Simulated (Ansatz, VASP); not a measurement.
Ca: VASP beside Ansatz

The input INCAR:

```
SYSTEM = Ca
PREC = Accurate
ENCUT = 600
EDIFF = 1E-6
ISMEAR = 0
SIGMA = 0.1
LREAL = .FALSE.
LASPH = .TRUE.
NELM = 100
ALGO = Normal
ISIF = 3
LWAVE = .FALSE.
LCHARG = .FALSE.
GGA = PS
IBRION = 2
NSW = 100
EDIFFG = -0.01
```

Contents of KPOINTS:

```
Automatic mesh
0
G
  6 6 6
  0 0 0
```

File POSCAR:

```
Ca
1.0
    6.8853987655      0.0000000000      0.0000000000
    0.0000000000      6.8853987655      0.0000000000
    0.0000000000      0.0000000000      6.8853987655
Ca
8
Direct
    0.5000000000      0.5000000000      0.5000000000
    0.0000000000      0.0000000000      0.0000000000
    0.2500000000      0.0000000000      0.5000000000
    0.5000000000      0.2500000000      0.0000000000
    0.5000000000      0.7500000000      0.0000000000
    0.7500000000      0.0000000000      0.5000000000
    0.0000000000      0.5000000000      0.7500000000
    0.0000000000      0.5000000000      0.2500000000
```

Input for Ansatz:

```yaml
crystal:
  lattice:
    - [6.8853987655, 0.0, 0.0]
    - [0.0, 6.8853987655, 0.0]
    - [0.0, 0.0, 6.8853987655]
  atoms:
    - { symbol: Ca, position: [0.5, 0.5, 0.5] }
    - { symbol: Ca, position: [0.0, 0.0, 0.0] }
    - { symbol: Ca, position: [0.25, 0.0, 0.5] }
    - { symbol: Ca, position: [0.5, 0.25, 0.0] }
    - { symbol: Ca, position: [0.5, 0.75, 0.0] }
    - { symbol: Ca, position: [0.75, 0.0, 0.5] }
    - { symbol: Ca, position: [0.0, 0.5, 0.75] }
    - { symbol: Ca, position: [0.0, 0.5, 0.25] }
basis:
  ecutwfc: 420
kpoints:
  mp_grid: { grid: [6, 6, 6] }
hamiltonian:
  xc: pbesol
scf:
  occupations: { method: gaussian, width: 0.1 }
output:
  forces: true
  stress: true
  eigenvalues: true
relax:
  adjacent_minimum: "off"
  f_tol: 0.01
  max_steps: 80
  cell: { stress_tol: 0.05 }
```

Alike in both runs: task relaxation of cell and atoms; functional PBEsol; k mesh 6 × 6 × 6; occupations gaussian, width 0.1 eV; no spin polarisation.

|  | VASP | Ansatz |
| --- | --- | --- |
| version | VASP 6.6.1 | Ansatz 0.2.0 |
| potentials or method | VASP PAW PBE potentials, release 64 (Ca_sv) | scalar-relativistic, plane waves, PAW |
| plane-wave cutoff (eV) | 600 | 420 |
| valence electrons in the cell | 80 | 80 |

```csv
,VASP,Ansatz,Ansatz less VASP
"gap on the k mesh at the Fermi level, each at its own relaxed structure (eV)",none,none,-
relaxed volume (Å³/atom),40.80,40.80,0.000
relaxed cell length with the largest relative difference (Å),6.885,6.885,0.0000
```

A gap of «none» marks a metal or a gap that the smearing closes.

Caveats: the relaxation stopped at its first step, so nothing moved; the PAW data sets were made with another functional, which shifts forces and pressure a little (VASP).
